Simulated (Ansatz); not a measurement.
# KTaO3 (Pm-3m) in Ansatz: equation of state

How stiff is KTaO3 in PBE, and what volume does it want? The cell is scaled to several volumes.

All numbers are computed with Ansatz 0.2.0; they aren't measurements. Logs are shortened: lines on timing, memory, paths and dates and some standing lists are left out, and cuts for length are marked.

## (1) The crystal as given

Symmetry: Pm-3m, No. 221, cubic system. Conventional cell: a = 3.988 Å, b = 3.988 Å, c = 3.988 Å, α = 90.00°, β = 90.00°, γ = 90.00°. Ta (site symmetry m-3m) has 6 O at 1.99 Å as nearest neighbours. Around K (site symmetry m-3m) lie 12 O at 2.82 Å. Around O (site symmetry 4/mmm) lie 2 Ta at 1.99 Å.

## (2) Equation of state, PBE

Potentials or basis: all-electron LAPW, scalar-relativistic.

This step only gathers the single runs of the series.

Results:

* Equilibrium volume: 13.04 Å³/atom
* Bulk modulus: 187 GPa
* Pressure derivative of the bulk modulus: 4.4

Energy against volume, from the lowest point:
| volume (Å³/atom) | energy (meV/atom) |
| --- | --- |
| 11.927 | 65.00 |
| 12.180 | 37.16 |
| 12.434 | 17.59 |
| 12.688 | 5.45 |
| 12.942 | 0.00 |
| 13.196 | 0.56 |
| 13.449 | 6.52 |

The run has no spin-orbit coupling, so splittings on Ta are missing. Zero-point motion and thermal expansion aren't in these numbers.
